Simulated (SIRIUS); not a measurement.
Set up this calculation in SIRIUS 7.10.0, as the native input.

* Task: single point
* Functional: PBE
* Potentials or basis: SSSP 1.3.0 PBE efficiency
* Cutoff: 557 eV
* Density cutoff: 5442 eV
* k mesh: 9 × 9 × 9
* Occupations: fermi-dirac, width 0.05 eV
* Spin: collinear spin, ferromagnetic start
* Starting moments: [2.0] μB
* Libxc names: ["XC_GGA_X_PBE", "XC_GGA_C_PBE"]
* Energy tol: 1e-08 Ha
* Density tol: 1e-06
* Mixer: anderson
* Mixing beta: 0.5
* Max scf: 100

Crystal: Pr.

```xyz
1
Lattice="-2.0974 2.0974 2.0974 2.0974 -2.0974 2.0974 2.0974 2.0974 -2.0974" Properties=species:S:1:pos:R:3 pbc="T T T"
Pr    0.0000    0.0000    0.0000
```

This isn't the form of Pr at room conditions, which is double hcp.

The input as run:

sirius.json

```json
{
  "control": {
    "processing_unit": "cpu",
    "verbosity": 2,
    "num_bands_to_print": 13,
    "print_forces": true,
    "print_stress": true
  },
  "parameters": {
    "electronic_structure_method": "pseudopotential",
    "xc_functionals": ["XC_GGA_X_PBE", "XC_GGA_C_PBE"],
    "gk_cutoff": 6.4,
    "pw_cutoff": 20.0,
    "ngridk": [9, 9, 9],
    "shiftk": [0, 0, 0],
    "smearing": "fermi_dirac",
    "smearing_width": 0.0018374661,
    "num_bands": 13,
    "num_mag_dims": 1,
    "num_dft_iter": 100,
    "energy_tol": 1e-08,
    "density_tol": 1e-06
  },
  "iterative_solver": {
    "type": "davidson",
    "min_tolerance": 1e-09,
    "tolerance_scale": [0.1, 0.25]
  },
  "mixer": {
    "type": "anderson",
    "beta": 0.5,
    "max_history": 8
  },
  "settings": {
    "tol_ne": 1e-10,
    "smooth_initial_mag": true
  },
  "unit_cell": {
    "lattice_vectors": [
      [-3.963458953043, 3.963458953043, 3.963458953043],
      [3.963458953043, -3.963458953043, 3.963458953043],
      [3.963458953043, 3.963458953043, -3.963458953043]
    ],
    "atom_coordinate_units": "lattice",
    "atom_types": ["Pr"],
    "atom_files": {
      "Pr": "Pr.json"
    },
    "atoms": {
      "Pr": [
        [0.0, 0.0, 0.0, 0.0, 0.0, 2.0]
      ]
    }
  }
}
```

Potentials or basis: SSSP 1.3.0 PBE efficiency.

Launch:

```console
$ upf_to_json Pr.paw.z_13.atompaw.wentzcovitch.v1.2.upf
$ OMP_NUM_THREADS=1 sirius.scf --input=sirius.json --output=out.json --task=0
```

It gave:

```yaml
Pressure: -4.0 GPa
Band_gap_on_the_k_mesh: none (metal or under the smearing width)
Net_moment: 3.00 μB per cell
Absolute_moment: 3.00 μB per cell
```

Caveat: the magnetic or orbital state may not be the lowest; spin-orbit coupling is left out, which moves the levels of the heavy elements.

Run time: 5.9 min on 1 thread of Arm Neoverse V1 (shared host), peak memory 0.65 GiB.
